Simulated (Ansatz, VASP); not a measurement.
## One calculation of CdF2, two programs

```
Cd F
1.0
     0.00000    2.74073    2.74073
     2.74073    0.00000    2.74073
     2.74073    2.74073    0.00000
Cd F
1 2
Direct
  0.00000 0.00000 0.00000
  0.25000 0.25000 0.25000
  0.75000 0.75000 0.75000
```

Alike in both runs: functional PBE; k mesh 8 × 8 × 8; occupations gaussian, width 0.02 eV; no spin polarisation.

Ansatz relaxed the structure, and its values are those at the end. VASP's run is a single point on that final structure, the one shown.

```csv
,VASP,Ansatz
version,VASP 6.6.1,Ansatz 0.2.0
potentials or method,"VASP PAW PBE potentials, release 64 (Cd, F)","scalar-relativistic, plane waves, PAW"
plane-wave cutoff (eV),520,420
valence electrons in the cell,26,34
```

```tsv
	VASP	Ansatz	Ansatz less VASP
gap on the k mesh at the Fermi level (eV)	2.89	2.92	+0.029
least direct gap on the mesh (eV)	3.44	3.47	+0.029
pressure (GPa)	0.5	0.0	-0.52
```

The functional is the same, so the differences come from potentials, cutoffs and numerics. The two sets of potentials don't hold the same shells in valence.

A k mesh can miss the band edges. As with any semilocal functional, this PBE gap is likely too small.
